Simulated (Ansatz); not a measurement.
# Relaxing boron (A15)

Theory: DFT, PBE, plane waves (420 eV) with PAW, scalar-relativistic in Ansatz.

k-point mesh 7×7×7, Fermi-Dirac smearing 0.1 eV, no spin polarisation. Cell and atoms relax.

Starting structure:

```yaml
crystal:
  lattice:
    - [3.7428346132, 0.0, 0.0]
    - [0.0, 3.7428346132, 0.0]
    - [0.0, 0.0, 3.7428346132]
  atoms:
    - { symbol: B, position: [0.0, 0.0, 0.0] }
    - { symbol: B, position: [0.5, 0.5, 0.5] }
    - { symbol: B, position: [0.25, 0.0, 0.5] }
    - { symbol: B, position: [0.75, 0.0, 0.5] }
    - { symbol: B, position: [0.5, 0.25, 0.0] }
    - { symbol: B, position: [0.5, 0.75, 0.0] }
    - { symbol: B, position: [0.0, 0.5, 0.25] }
    - { symbol: B, position: [0.0, 0.5, 0.75] }
hamiltonian:
  xc: pbe
  pseudopotentials:
    kind: paw
    azcp:
      B: "pseudopotentials/B.paw.azcp"
basis:
  ecutwfc: 420
  fft_grid_basis: typed
kpoints:
  mp_grid: { grid: [7, 7, 7], shift: [0, 0, 0] }
magnetization:
  spin_polarized: false
scf:
  occupations: { method: fermi_dirac, width: 0.1 }
relax:
  max_steps: 60
  f_tol: 0.01
  cell: {}
```

Problem. What cell does the relaxation end in?

Solution. Pm-3n with a = 3.664 Å; 6.15 Å³ per atom against 6.55 at the start (-6.2 %).

Problem. How much energy does the relaxation gain?

Solution. 18.0 meV per atom.

Path of the relaxation (the plane waves are chosen anew near the end, which can shift the energy a little):

| step | E − E(final) (meV/atom) | V (Å³/atom) | P (GPa) | max force (eV/Å) |
| --- | --- | --- | --- | --- |
| 0 | 18.03 | 6.554 | -13.59 | 0.000 |
| 1 | 3.64 | 6.336 | -6.68 | 0.000 |
| 2 | -0.60 | 6.138 | 0.66 | 0.000 |
| 3 | -0.60 | 6.155 | -0.03 | 0.000 |
| 4 | 0.00 | 6.155 | -0.17 | 0.000 |
| 5 | -0.01 | 6.151 | 0.00 | 0.000 |
| 6 | 0.00 | 6.151 | 0.00 | 0.000 |
